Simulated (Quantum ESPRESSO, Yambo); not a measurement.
An input for Yambo 5.3.0 (KF (Carobbiite)):

```
HF_and_locXC
gw0
dyson
ppa
em1d
rim_cut
RandQpts= 1000000
RandGvec= 1 RL
EXXRLvcs= 72 Ry
VXCRLvcs= 288 Ry
Chimod= "HARTREE"
% BndsRnXp
 1 | 101 |
%
NGsBlkXp= 13 Ry
% LongDrXp
 1 | 1 | 1 |
%
% GbndRnge
 1 | 101 |
%
DysSolver= "n"
ExtendOut
PPAPntXp= 27.21138 eV
% QPkrange
 1 | 1 | 7 | 10 |
%
```

```sh
OMP_NUM_THREADS=1 mpirun -n 4 yambo -F gw1.in -J gw1 -C gw1 > gw1.log
```

The stored states that it reads are on a 4×4×4 mesh. It takes space group Fm-3m (No. 225, cubic). Conventional cell: a = 5.344 Å, b = 5.344 Å, c = 5.344 Å, α = 90.00°, β = 90.00°, γ = 90.00°. K has 6 F at 2.67 Å nearest. F has 6 K at 2.67 Å nearest. Farther neighbours and most contacts between anions are not listed.

How long will it take on 4 MPI ranks of Arm Neoverse V1, shared host, and how much memory?

It took 37 s; on shared hardware allow 19 s to 75 s. Peak host memory was 1.4 GiB.

The screening grows as filled bands × empty bands × pairs of k points, times the square of the screening basis for the matrix.

[Paths, hosts, dates, memory and timing lines, banners, echoed tables and standing remarks are left out of the program output.]

[Logs are printed without paths, hosts, clocks, repeated set-up lines and the standing remarks that a program may print on its own settings, such as how far it seeks lower states.]

[Runs of the session that timed out or met a known fault of the program may be left out.]

[Hosts, paths, dates, database ids (printed as entryN), source tags and the programs' standing remarks are cut or masked in the printed files.]
